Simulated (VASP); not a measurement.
# CdTe (F-43m) in VASP: further runs

Runs on CdTe. Level: PBE. Tasks: G0W0 quasiparticle levels, evGW0 quasiparticle levels.

Program: VASP 6.6.1. These are calculated values, not measurements. Logs are shortened: lines on timing, memory, paths and dates and some standing lists are left out, and cuts for length are marked.

**Experimental background.**

From a printed reference work, data compilation, for a bulk crystal of CdTe at 0 K: band gap 1.607 eV.

How close the calculation comes is told below.

**1. The crystal as given**

The structure is cubic, space group F-43m (No. 216). Conventional cell: a = 6.496 Å, b = 6.496 Å, c = 6.496 Å, α = 90.00°, β = 90.00°, γ = 90.00°. Around Cd (site symmetry -43m) lie 4 Te at 2.81 Å. Te (site symmetry -43m) has 4 Cd at 2.81 Å as nearest neighbours.

**2. G0W0 quasiparticle levels, PBE**

Input file POSCAR:

```
CdTe                                    
1.0
    0.0000000000      3.2477981878      3.2477981878
    3.2477981878      0.0000000000      3.2477981878
    3.2477981878      3.2477981878      0.0000000000
  Cd              Te            
     1     1
Direct
     0.0000000000000000    0.0000000000000000    0.0000000000000000
     0.2500000000000000    0.2500000000000000    0.2500000000000000
```

Input file INCAR.step1:

```
ALGO = Normal ; EDIFF = 1E-8
ENCUT = 500 ; GGA = PE
ISMEAR = 0 ; KPAR = 4
LASPH = True ; LCHARG = False
LREAL = False ; LWAVE = True
NELM = 80 ; PREC = Accurate
SIGMA = 0.01
```

Input file INCAR.step2:

```
ALGO = Exact ; EDIFF = 1E-8
ENCUT = 500 ; GGA = PE
ISMEAR = 0 ; ISTART = 1
KPAR = 4 ; LASPH = True
LCHARG = False ; LOPTICS = True
LREAL = False ; LWAVE = True
NBANDS = 255 ; NELM = 1
PREC = Accurate ; SIGMA = 0.01
```

Input file INCAR.step3:

```
ALGO = EVGW0 ; EDIFF = 1E-8
ENCUT = 500 ; ENCUTGW = 150
GGA = PE ; ISMEAR = 0
ISTART = 1 ; KPAR = 4
LASPH = True ; LCHARG = False
LREAL = False ; LWAVE = False
NBANDS = 255 ; NBANDSGW = 17
NELMGW = 1 ; NOMEGA = 48
PREC = Accurate ; PRECFOCK = Fast
SIGMA = 0.01
```

Input file KPOINTS:

```
k-points
0
Gamma
  4 4 4
```

Potentials or basis: VASP PAW PBE potentials, release 64 (Cd_GW, Te_GW).

The run is started by

```bash
$ cat potpaw_PBE.64/Cd_GW/POTCAR potpaw_PBE.64/Te_GW/POTCAR > POTCAR
$ cp INCAR.step1 INCAR
$ mpirun -np 4 vasp_std > vasp.out
$ cp INCAR.step2 INCAR
$ mpirun -np 4 vasp_std > vasp.out
$ cp INCAR.step3 INCAR
$ mpirun -np 4 vasp_std > vasp.out
```

OUTCAR:

```text
EDIFF = 1E-8
   ENCUT = 500
   ENCUTGW = 150
   GGA = PE
   ISMEAR = 0
   ISTART = 1
   LASPH = True
   LREAL = False
   NELMGW = 1
   PREC = Accurate
   PRECFOCK = Fast

 ion  position               nearest neighbor table
   1  0.000  0.000  0.000-   2 2.81   2 2.81   2 2.81   2 2.81
   2  0.250  0.250  0.250-   1 2.81   1 2.81   1 2.81   1 2.81

  LATTYP: Found a face centered cubic cell.
 ALAT       =     6.4955963756

  Lattice vectors:

 A1 = (   0.0000000000,   3.2477981878,   3.2477981878)
 A2 = (   3.2477981878,   0.0000000000,   3.2477981878)
 A3 = (   3.2477981878,   3.2477981878,   0.0000000000)

Analysis of symmetry for initial positions (statically):
=====================================================================
 Subroutine PRICEL returns:
 Original cell was already a primitive cell.

 Routine SETGRP: Setting up the symmetry group for a
 face centered cubic supercell.

 Subroutine GETGRP returns: Found 24 space group operations
 (whereof 24 operations were pure point group operations)
 out of a pool of 48 trial point group operations.

The static configuration has the point symmetry T_d .

Analysis of symmetry for dynamics (positions and initial velocities):
=====================================================================
 Subroutine PRICEL returns:
 Original cell was already a primitive cell.

 Routine SETGRP: Setting up the symmetry group for a
 face centered cubic supercell.

 Subroutine GETGRP returns: Found 24 space group operations
 (whereof 24 operations were pure point group operations)
 out of a pool of 48 trial point group operations.

The dynamic configuration has the point symmetry T_d .

 Subroutine INISYM returns: Found 24 space group operations
 (whereof 24 operations are pure point group operations),
 and found     1 'primitive' translations

----------------------------------------------------------------------------------------

                                     Primitive cell

  volume of cell :      68.5168

  direct lattice vectors                    reciprocal lattice vectors
     0.000000000  3.247798188  3.247798188    -0.153950452  0.153950452  0.153950452
     3.247798188  0.000000000  3.247798188     0.153950452 -0.153950452  0.153950452
     3.247798188  3.247798188  0.000000000     0.153950452  0.153950452 -0.153950452

  length of vectors
     4.593080245  4.593080245  4.593080245     0.266650005  0.266650005  0.266650005

  position of ions in fractional coordinates (direct lattice)
     0.000000000  0.000000000  0.000000000
     0.250000000  0.250000000  0.250000000

  ion indices of the primitive-cell ions
   primitive index   ion index
                 1           1
                 2           2

----------------------------------------------------------------------------------------

 KPOINTS: k-points

Automatic generation of k-mesh.
 Grid dimensions read from file:
 generate k-points for:    4    4    4

 Generating k-lattice:

  Cartesian coordinates                     Fractional coordinates (reciprocal lattice)
    -0.038487613  0.038487613  0.038487613     0.250000000  0.000000000  0.000000000
     0.038487613 -0.038487613  0.038487613     0.000000000  0.250000000  0.000000000
     0.038487613  0.038487613 -0.038487613     0.000000000  0.000000000  0.250000000

  Length of vectors
     0.066662501  0.066662501  0.066662501

  Shift w.r.t. Gamma in fractional coordinates (k-lattice)
     0.000000000  0.000000000  0.000000000

 Subroutine IBZKPT returns following result:
 ===========================================

 Found      8 irreducible k-points:

 Following reciprocal coordinates:
            Coordinates               Weight
  0.000000  0.000000  0.000000      1.000000
  0.250000  0.000000  0.000000      8.000000
  0.500000  0.000000  0.000000      4.000000
  0.250000  0.250000  0.000000      6.000000
  0.500000  0.250000  0.000000     24.000000
 -0.250000  0.250000  0.000000     12.000000
  0.500000  0.500000  0.000000      3.000000
 -0.250000  0.500000  0.250000      6.000000
   k-points           NKPTS =      8   k-points in BZ     NKDIM =     64   number of bands    NBANDS=    255
   number of dos      NEDOS =    301   number of ions     NIONS =      2
   total plane-waves  NPLWV =  46656
   dimension x,y,z NGX =    36 NGY =   36 NGZ =   36
   dimension x,y,z NGXF=    72 NGYF=   72 NGZF=   72
   ions per type =               1   1
   NGX,Y,Z   is equivalent  to a cutoff of  13.03, 13.03, 13.03 a.u.
   NGXF,Y,Z  is equivalent  to a cutoff of  26.06, 26.06, 26.06 a.u.
 SYSTEM =  unknown system
   PREC   = accura    normal or accurate (medium, high low for compatibility)
   ISTART =      1    job   : 0-new  1-cont  2-samecut
   ICHARG =      0    charge: 1-file 2-atom 10-const
   ISPIN  =      1    spin polarized calculation?
   LNONCOLLINEAR =      F non collinear calculations
   LSORBIT =      F    spin-orbit coupling
   LASPH  =      T    aspherical Exc in radial PAW
   ENCUT  =  500.0 eV  36.75 Ry    6.06 a.u.   8.37  8.37  8.37*2*pi/ulx,y,z
   NELM   =     60;   NELMIN=  2; NELMDL=  0     # of ELM steps
   EDIFF  = 0.1E-07   stopping-criterion for ELM
   LREAL  =      F    real-space projection
   EDIFFG = 0.1E-06   stopping-criterion for IOM
   NSW    =      0    number of steps for IOM
   IBRION =     -1    ionic relax: 0-MD 1-quasi-New 2-CG
   NFREE  =      0    steps in history (QN), initial steepest desc. (CG)
   ISIF   =      0    stress and relaxation
   ISYM   =      3    0-nonsym 1-usesym 2-fastsym
   POTIM  = 0.5000    time-step for ionic-motion
   TEBEG  =    0.0;   TEEND  =   0.0 temperature during run
   PSTRESS=    0.0 pullay stress
   NELECT =      18.0000    total number of electrons
   NUPDOWN=      -1.0000    fix difference up-down
   EMIN   =  10.00;   EMAX   =-10.00  energy-range for DOS
   EFERMI =   0.00;   METHOD = LEGACY
   ISMEAR =     0;   SIGMA  =   0.01  broadening in eV -4-tet -1-fermi 0-gaus
   EFERMI_NEDOS =   21; number of points for ismear=-14 and -15
   IALGO  =     38    algorithm
   IMIX   =      4    mixing-type and parameters
     AMIX     =   0.40;   BMIX     =  1.00
     AMIX_MAG =   1.60;   BMIX_MAG =  1.00
  volume/ion in A,a.u.               =      34.26       231.19
  Fermi-wavevector in a.u.,A,eV,Ry     =   1.048496  1.981369 14.957471  1.099343
  Thomas-Fermi vector in A             =   2.183420
   LORBIT       =      0    0 simple, 1 ext, 2 COOP (PROOUT), +10 PAW based schemes
   GGA     = PE    functional components
   LHFCALC =     T    Hartree Fock is set to
   PRECFOCK=fast      Normal, Fast or Accurate (Low or Medium for compatibility)
   ENCUT4O =  -1.0   cutoff for four orbital integrals eV
   NKREDX  =     1    reduce k-point grid by
   NKREDY  =     1    reduce k-point grid by
   NKREDZ  =     1    reduce k-point grid by
   AEXX    =    1.0000 exact exchange contribution
   HFSCREEN=    0.0000 screening length (either q_TF or 0.3 A-1)
   HFSCREENC=   0.0000 screening length for correlation (either q_TF or 0.3 A-1)
   ENCUTFOCK=  -1.0 apply spherical cutoff to Coloumb kernel
   IVDW    =     0    specifies the selected vdW correction
   LEPSILON=     F    determine dielectric tensor
   LRPA    =     F    only Hartree local field effects (RPA)
   LRPAFORCE           =     F    calculate RPA forces
   ENCUTGW             = 150.0    cutoff for response function in eV
   ENCUTGWSOFT         = 120.0    soft cutoff for Coulomb kernel in GW response function in eV
   ENCUTLF             =  -1.0    cutoff for local field effects
   NELMGW              =     1    number of iterations in solving QP/BSE equation
   NELMHF              =     1    number of iterations in the inner HF iteration
   NKREDLFX            =     1    NKREDLFY  =   1   NKREDLFZ  =   1
 non-spin polarized calculation
 Gauss-broadening in eV      SIGMA  =   0.01
  energy-cutoff  :      500.00
  volume of cell :       68.52
 maximum number of plane-waves:      1807
 NGX is ok and might be reduce to    36
  NGX = 20; NGY = 20; NGZ = 20
   NGX = 17   NGY = 17   NGZ = 17
 maximum number of plane-waves:       302

 QP shifts <psi_nk| G(iteration)W_0 |psi_nk>: iteration 1
 for sc-GW calculations column KS-energies equals QP-energies in previous step
 and V_xc(KS)=  KS-energies - (<T + V_ion + V_H > + <T+V_H+V_ion>^1  + <V_x>^1)

 k-point   1 :       0.0000    0.0000    0.0000
  band No.  KS-energies  QP-energies   sigma(KS)   V_xc(KS)     V^pw_x(r,r')   Z            occupation Imag(sigma)

      1      -7.8545      -8.2969     -11.6234     -10.9113     -17.2405       0.6212       2.0000       0.4364
      2      -5.0234      -6.7817     -17.8327     -15.2474     -22.9777       0.6801       2.0000       0.0416
      3      -5.0234      -6.7817     -17.8327     -15.2474     -22.9777       0.6801       2.0000       0.0416
      4      -5.0234      -6.7817     -17.8327     -15.2474     -22.9777       0.6801       2.0000       0.0416
      5      -4.7703      -6.5991     -18.1611     -15.4966     -23.2244       0.6863       2.0000      -0.0026
      6      -4.7703      -6.5991     -18.1611     -15.4966     -23.2244       0.6863       2.0000      -0.0026
[... 9 lines left out ...]
     16      12.7144      12.7410      -8.8532      -8.8895      -3.9463       0.7336       0.0000      -0.2649
     17      13.3343      13.1541      -7.0166      -6.7714      -1.9493       0.7349       0.0000      -0.3231

 k-point   2 :       0.2500    0.0000    0.0000
  band No.  KS-energies  QP-energies   sigma(KS)   V_xc(KS)     V^pw_x(r,r')   Z            occupation Imag(sigma)

      1      -7.6579      -8.1550     -12.0134     -11.2269     -17.5287       0.6321       2.0000       0.4265
      2      -4.9886      -6.7565     -17.8867     -15.2934     -23.0278       0.6817       2.0000       0.0397
      3      -4.9886      -6.7565     -17.8867     -15.2934     -23.0278       0.6817       2.0000       0.0397
      4      -4.8255      -6.5388     -17.5597     -15.0593     -22.6346       0.6852       2.0000       0.0556
      5      -4.7706      -6.5956     -18.1584     -15.4961     -23.2262       0.6855       2.0000      -0.0018
      6      -4.7706      -6.5956     -18.1584     -15.4961     -23.2262       0.6855       2.0000      -0.0018
[... 9 lines left out ...]
     16      11.7491      11.6759      -8.1402      -8.0413      -3.3994       0.7403       0.0000      -0.2377
     17      14.1298      14.0463      -8.0801      -7.9667      -2.6167       0.7363       0.0000      -0.4126

 k-point   3 :       0.5000    0.0000    0.0000
  band No.  KS-energies  QP-energies   sigma(KS)   V_xc(KS)     V^pw_x(r,r')   Z            occupation Imag(sigma)

      1      -7.4648      -8.0395     -12.5389     -11.6471     -17.9691       0.6444       2.0000       0.3994
      2      -4.9618      -6.7357     -17.9206     -15.3196     -23.0538       0.6820       2.0000       0.0365
      3      -4.9618      -6.7357     -17.9206     -15.3196     -23.0538       0.6820       2.0000       0.0365
      4      -4.7614      -6.5865     -18.1820     -15.5207     -23.2583       0.6858       2.0000      -0.0000
      5      -4.7614      -6.5865     -18.1820     -15.5207     -23.2583       0.6858       2.0000      -0.0000
      6      -4.4184      -6.0698     -17.5686     -15.1701     -22.5455       0.6885       2.0000       0.0514
[... 9 lines left out ...]
     16      13.5848      13.6063      -8.6033      -8.6324      -3.2596       0.7387       0.0000      -0.3858
     17      14.6452      14.7838      -8.8303      -9.0155      -3.2575       0.7486       0.0000      -0.5372

 k-point   4 :       0.2500    0.2500    0.0000
  band No.  KS-energies  QP-energies   sigma(KS)   V_xc(KS)     V^pw_x(r,r')   Z            occupation Imag(sigma)

      1      -7.5942      -8.1146     -12.1534     -11.3405     -17.6393       0.6402       2.0000       0.4244
      2      -4.9482      -6.7247     -17.9563     -15.3539     -23.0961       0.6827       2.0000       0.0385
      3      -4.9482      -6.7247     -17.9563     -15.3539     -23.0961       0.6827       2.0000       0.0385
      4      -4.8653      -6.6093     -17.6461     -15.0965     -22.7123       0.6840       2.0000       0.0355
      5      -4.7553      -6.5832     -18.1842     -15.5203     -23.2542       0.6862       2.0000      -0.0030
      6      -4.7389      -6.4966     -17.8185     -15.2570     -22.8695       0.6862       2.0000       0.0260
[... 37 lines left out ...]
      2      -4.9447      -6.7247     -17.9497     -15.3448     -23.0832       0.6833       2.0000       0.0364
      3      -4.9447      -6.7247     -17.9497     -15.3448     -23.0832       0.6833       2.0000       0.0364
      4      -4.7774      -6.5965     -18.1295     -15.4725     -23.1998       0.6847       2.0000       0.0003
      5      -4.7774      -6.5965     -18.1295     -15.4725     -23.1998       0.6847       2.0000       0.0003
      6      -4.4931      -6.1353     -17.4224     -15.0359     -22.4082       0.6881       2.0000       0.0591
[... 9 lines left out ...]
     16      14.3607      14.2325      -7.6367      -7.4632      -2.2828       0.7394       0.0000      -0.4100
     17      14.7056      14.7273      -8.5953      -8.6247      -3.2175       0.7403       0.0000      -0.4546

 k-point   7 :       0.5000    0.5000    0.0000
  band No.  KS-energies  QP-energies   sigma(KS)   V_xc(KS)     V^pw_x(r,r')   Z            occupation Imag(sigma)

      1      -7.3467      -7.9774     -12.8800     -11.9208     -18.2710       0.6575       2.0000       0.3862
      2      -4.8709      -6.6630     -17.8574     -15.2365     -22.9164       0.6837       2.0000       0.0109
      3      -4.8642      -6.6629     -18.1135     -15.4895     -23.2497       0.6855       2.0000       0.0332
      4      -4.8642      -6.6629     -18.1135     -15.4895     -23.2497       0.6855       2.0000       0.0332
      5      -4.7403      -6.5708     -18.2077     -15.5440     -23.2833       0.6872       2.0000      -0.0033
      6      -4.2789      -5.8523     -17.2361     -14.9548     -22.1502       0.6897       2.0000       0.0568
[... 9 lines left out ...]
     16      14.9239      14.9258      -8.8928      -8.8954      -3.5770       0.7376       0.0000      -0.4480
     17      14.9239      14.9258      -8.8928      -8.8954      -3.5770       0.7376       0.0000      -0.4480

 k-point   8 :      -0.2500    0.5000    0.2500
  band No.  KS-energies  QP-energies   sigma(KS)   V_xc(KS)     V^pw_x(r,r')   Z            occupation Imag(sigma)

      1      -7.3484      -7.9732     -12.8732     -11.9214     -18.2766       0.6565       2.0000       0.3801
      2      -4.9040      -6.7037     -18.0489     -15.4242     -23.1817       0.6857       2.0000       0.0319
      3      -4.8982      -6.6829     -17.9653     -15.3584     -23.0835       0.6846       2.0000       0.0321
      4      -4.7987      -6.6180     -18.1272     -15.4714     -23.2084       0.6851       2.0000       0.0058
      5      -4.7697      -6.5883     -18.1336     -15.4788     -23.2051       0.6850       2.0000      -0.0007
      6      -4.1993      -5.7750     -17.3970     -15.1141     -22.3139       0.6902       2.0000       0.0539
[... 9 lines left out ...]
     16      14.5335      14.4071      -8.0857      -7.9130      -2.7479       0.7322       0.0000      -0.4461
     17      14.7988      14.9468      -8.8880      -9.0909      -3.3646       0.7298       0.0000      -0.4621
```

Run time: 2.5 min. Hardware: 4 MPI ranks of Intel Xeon Platinum 8375C at 2.90GHz (Ice Lake), shared host; peak memory 0.95 GiB.

What came out:

```
Band gap on the k mesh, mean-field level : 0.73 eV, direct
Quasiparticle gap                        : 1.45 eV
Least direct quasiparticle gap           : 1.45 eV
```

Caveat: bands, screening cutoff and mesh are small and nothing is extrapolated, so the quasiparticle values aren't converged; spin-orbit coupling is left out, which moves the levels of the heavy elements.

[end of part 1 of 2]
